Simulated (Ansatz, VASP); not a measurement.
## SiC: VASP beside Ansatz

INCAR

```
  PREC = Accurate
  ENCUT = 600
  EDIFF = 1E-6
  ISMEAR = -1
  SIGMA = 0.08
  LREAL = False
  LASPH = True
  NELM = 60
  ALGO = Normal
  ISIF = 3
  LWAVE = False
  LCHARG = False
  IBRION = 2
  NSW = 100
  EDIFFG = -0.002
```

File KPOINTS:

```
Automatic mesh
0
Gamma
  14 14 14
```

Contents of POSCAR:

```
SiC
1.0
    2.1790000000      2.1790000000      0.0000000000
   -2.1790000000      2.1790000000      0.0000000000
    0.0000000000      2.1790000000      2.1790000000
Si C
1 1
Direct
    0.0000000000      0.0000000000      0.0000000000
    0.7500000000      0.2500000000      0.5000000000
```

Input for Ansatz:

```yaml
crystal:
  lattice:
    - [2.179, 2.179, 0.0]
    - [-2.179, 2.179, 0.0]
    - [0.0, 2.179, 2.179]
  atoms:
    - { symbol: Si, position: [0.0, 0.0, 0.0] }
    - { symbol: C, position: [0.75, 0.25, 0.5] }
kpoints:
  mp_grid: { grid: [14, 14, 14] }
scf:
  occupations: { method: fermi_dirac, width: 0.08 }
hamiltonian:
  xc: lda
  pseudopotentials: { kind: paw }
relax:
  f_tol: 0.002
  max_steps: 80
  cell: {}
output:
  forces: true
  stress: true
```

Alike in both runs: task relaxation of cell and atoms; functional LDA; k mesh 14 × 14 × 14; occupations fermi-dirac, width 0.08 eV; no spin polarisation.

```csv
,VASP,Ansatz
version,VASP 6.6.1,Ansatz 0.2.0
potentials or method,"VASP PAW LDA potentials, release 64 (Si, C)","PAW with Ansatz's default frozen-core files, scalar-relativistic"
plane-wave cutoff (eV),600,420
valence electrons in the cell,8,8
```

```csv
,VASP,Ansatz,Ansatz less VASP
relaxed volume (Å³/atom),10.15,10.14,-0.011
relaxed cell length with the largest relative difference (Å),3.062,3.061,-0.0011
energy change over the relaxation (meV/atom),-3,-3,-0.3
```

A k mesh can miss the band edges. Zero-point motion and thermal expansion aren't in these numbers. LDA usually gives volumes a few per cent too small.
